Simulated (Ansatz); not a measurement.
RbBr:

```
Rb Br
1.0
     4.12608    0.00000    0.00000
     0.00000    4.12608    0.00000
     0.00000    0.00000    4.12608
Rb Br
1 1
Direct
  0.00000 0.00000 0.00000
  0.50000 0.50000 0.50000
```

The cell comes from a database or a generator and needn't be the stable form of this composition.

* Program: Ansatz 0.2.0
* Task: relaxation of cell and atoms
* Functional: PBE
* Potentials or basis: all-electron LAPW, scalar-relativistic
* Basis error allowed: 0.001 eV/atom
* k mesh: 5 × 5 × 5
* Occupations: fermi-dirac, width 0.05 eV
* Spin: no spin polarisation

At the start: volume 35.12 Å³/atom.

**Question.** Where does the relaxation end?

**Answer.** Over 4 steps the energy falls by 4.4 meV/atom and the volume is 36.85 Å³/atom (+4.9 %); space group Pm-3m (No. 221, to 0.05 Å).

The path:
```
step  energy change (eV)  largest force (eV/Å)  volume (Å³)
   1              0.0000                0.0000        70.24
   2             -0.0057                0.0000        71.70
   3             -0.0087                0.0000        73.71
   4             -0.0087                0.0000        73.71
```

Final structure:
```
CELL_PARAMETERS angstrom
4.19283 0.00000 0.00000
0.00000 4.19283 0.00000
0.00000 0.00000 4.19283
ATOMIC_POSITIONS crystal
Rb 0.00000 0.00000 0.00000
Br 0.50000 0.50000 0.50000
```
